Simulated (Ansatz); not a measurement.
**ZnS: the cell at several levels of theory**

The task here is to estimate one member of a computed series from the others.

The runs shown are made with Ansatz 0.2.0. PAW datasets, plane waves, zero pressure. Calculated at 0 K for a non-magnetic cell.

**The cell**

It is trigonal, R3m (No. 160); conventional cell a = 3.806 Å, c = 28.056 Å, 19.55 Å³ an atom. Near Zn stand 4 S at 2.33–2.34 Å; near Zn stand 4 S at 2.33 Å; near S stand 4 Zn at 2.33–2.34 Å.

As a file:

```cif
data_structure
_symmetry_space_group_name_H-M 'R3m:H'
_symmetry_Int_Tables_number 160
_cell_length_a 3.8061
_cell_length_b 3.8061
_cell_length_c 28.0558
_cell_angle_alpha 90.000
_cell_angle_beta 90.000
_cell_angle_gamma 120.000
_cell_volume 351.98
loop_
_atom_site_label
_atom_site_type_symbol
_atom_site_symmetry_multiplicity
_atom_site_Wyckoff_symbol
_atom_site_fract_x
_atom_site_fract_y
_atom_site_fract_z
_atom_site_occupancy
Zn1 Zn 3 a 0.66667 0.33333 0.33330 1
Zn2 Zn 3 a 0.00000 0.00000 0.22227 1
Zn3 Zn 3 a 0.33333 0.66667 0.11128 1
S1 S 3 a 0.00000 0.00000 0.08327 1
S2 S 3 a 0.33333 0.66667 0.19451 1
S3 S 3 a 0.00000 0.00000 0.30536 1
```

Set-up of the first run:

Input file input.yaml:

```yaml
crystal:
  lattice:
    - [1.9030712007, 1.09873867, 9.3519478348]
    - [-1.9030712007, 1.09873867, 9.3519478348]
    - [0.0, -2.19747734, 9.3519478348]
  atoms:
    - { symbol: Zn, position: [0.99997114, 0.99997114, 0.99997114] }
    - { symbol: Zn, position: [0.22226941, 0.22226941, 0.22226941] }
    - { symbol: Zn, position: [0.44461344, 0.44461344, 0.44461344] }
    - { symbol: S, position: [0.08326717, 0.08326717, 0.08326717] }
    - { symbol: S, position: [0.5278423, 0.5278423, 0.5278423] }
    - { symbol: S, position: [0.30536254, 0.30536254, 0.30536254] }
kpoints:
  mp_grid: { grid: [8, 8, 8] }
hamiltonian:
  xc: pbe
scf:
  occupations: { method: fermi_dirac, width: 0.02 }
relax:
  f_tol: 0.005
  cell: {}
```

Command:

```console
> ansatz run input.yaml --threads 4 --pin off --max-ram 5529MiB --backend cpu --events-out ev --progress --plain --runs-dir out
```

Steps of the session up to this table: Relaxing with PBE; Relaxation with r2SCAN; PBEsol: cell and atoms; LDA: cell and atoms.

One table of the session follows, with a row left open; its other results are not shown here.

| level | a (Å) | c (Å) | volume (Å³/atom) |
| --- | --- | --- | --- |
| PBE | 3.846 | 28.347 | 20.177 |
| r2SCAN | ? | ? | ? |
| PBEsol | 3.784 | 27.900 | 19.220 |
| LDA | 3.741 | 27.603 | 18.586 |

**Question.** Estimate the row for r2SCAN.

**Answer.** a (Å): 3.807; c (Å): 28.065; volume (Å³/atom): 19.569. In the column «a (Å)» it lies between PBEsol (3.784) and PBE (3.846).

From the start to the first minimum the volume moved by +3.2 %. The volume runs from LDA (least) to PBE (most), a spread of 8.6 %, or 2.8 % in length if all axes shared it alike.
